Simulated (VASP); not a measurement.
Runs of VASP 6.6.1 on GaN. It takes space group Fm-3m (No. 225, cubic). The conventional cell has a = 4.268 Å, b = 4.268 Å, c = 4.268 Å, α = 90.00°, β = 90.00°, γ = 90.00°. Around Ga (site symmetry m-3m) lie 6 N at 2.13 Å. Around N (site symmetry m-3m) lie 6 Ga at 2.13 Å. Measurements of this composition are mostly on another form, of space group No. 186.

| task | cell | k mesh | cutoff (eV) | smearing | gap on the mesh (eV) | pressure (GPa) | relaxed volume (Å³/atom) |
| --- | --- | --- | --- | --- | --- | --- | --- |
| single point | Fm-3m, 9.72 Å³/atom | 14 × 14 × 14 | 520 | gaussian 0.02 eV | (a) | 0.8 | - |
| relaxation of cell and atoms | relaxed | 8 × 8 × 8 | 600 | gaussian 0.1 eV | 0.38 | -0.4 | 9.79 |
| single point | Fm-3m, 9.71 Å³/atom | 8 × 8 × 8 | 520 | gaussian 0.1 eV | (c) | (b) | - |
| relaxation of cell and atoms | relaxed | 14 × 14 × 14 | 600 | gaussian 0.02 eV | 0.39 | 0.0 | 9.75 |

Alike in all rows: level PBE; potentials or basis VASP PAW PBE potentials, release 64 (Ga_d, N); no spin polarisation.

Q: Fill in the values left out.

A: (a) 0.41; (b) 0.9; (c) 0.43.

Caveats: the volume moved by over 15 % at a fixed basis, so the end points are rough (some runs); the volume moved by +24 % from the deposited cell, more than functionals usually miss (some runs).

A k mesh can miss the band edges, and the runs leave out spin-orbit coupling on Ga.
